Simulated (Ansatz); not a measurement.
Reaction (hydrogen abstraction from a C–H bond): `CC(F)(F)F` + `F[C](F)F`• → `[CH2]C(F)(F)F`• + trifluoromethane

Computed with Ansatz on PBE0-D4/def2-TZVP structures; ΔE is electronic, products minus reactants. CCSD(T)/CBS adds triple-zeta CCSD(T) − MP2 to the extrapolated MP2 energy (def2 sets, frozen cores). This one scheme is used for every species. DFT in def2-TZVPP. No spin–orbit coupling; open shells (•) take unrestricted orbitals.

`CC(F)(F)F`:

Cartesian coordinates in Å:
```
C 0.301 -0.664 0.330
C -0.262 0.578 -0.288
F -0.718 1.432 0.640
F 0.658 1.235 -1.010
F -1.286 0.305 -1.109
H -0.477 -1.164 0.905
H 1.127 -0.396 0.987
H 0.658 -1.327 -0.456
```

`F[C](F)F`•:

Z-matrix (Å, degrees):
```
C
F 1 1.313
F 1 1.313 2 111.4
F 1 1.313 2 111.4 3 125.1
```

`[CH2]C(F)(F)F`•:

Cartesian coordinates in Å:
```
C -0.429 -0.718 0.351
C 0.253 0.444 -0.249
F 1.076 1.054 0.627
F -0.620 1.370 -0.666
F 1.004 0.090 -1.301
H -1.353 -0.564 0.887
H 0.070 -1.676 0.351
```

`FC(F)F`:

Cartesian coordinates in Å:
```
F -0.927 0.883 0.287
C 0.052 0.021 0.021
F -0.243 -1.144 0.593
F 0.111 -0.159 -1.297
H 1.006 0.399 0.396
```

```
        level  ΔE (kJ/mol)
 CAM-B3LYP-D4          4.5
CCSD/def2-SVP          3.9
```

What does CCSD(T)/CBS give? (An estimate is asked.)

Ansatz gave: -0.4 kJ/mol. The listed levels differ from it by 4.9, 4.3 kJ/mol.

What do rigid-rotor, harmonic-oscillator terms from PBE0-D4/def2-TZVP frequencies (298.15 K, 1 bar) make of the CCSD(T)/CBS value? (Estimate.)

Computed: ΔZPE = -4.7 kJ/mol, ΔH = -3.9 kJ/mol, ΔS = 20 J/(mol·K), ΔG = -9.8 kJ/mol. Open shells count their whole term as degenerate.

Largest T1 diagnostic among the species: 0.014.

From BLYP to BHLYP (50 % exact exchange), in def2-TZVPP and without D4, ΔE moves by −7.8 kJ/mol. Leaving LDA and LC-ωPBE aside and taking each functional with its dispersion term where it has one, the values, not all of them listed here, spread over 11.4 kJ/mol, from BHLYP-D4 to PBE-D4. LDA lies +7.0 kJ/mol from PBE without D4. At CCSD(T), def2-SVP lies +6.7 kJ/mol from the extrapolated value and def2-TZVPP −0.3 kJ/mol.

CCSD(T)/CBS has its own doubt, a few kJ/mol and more with outer-core shells, so smaller differences from it don't rank the levels.
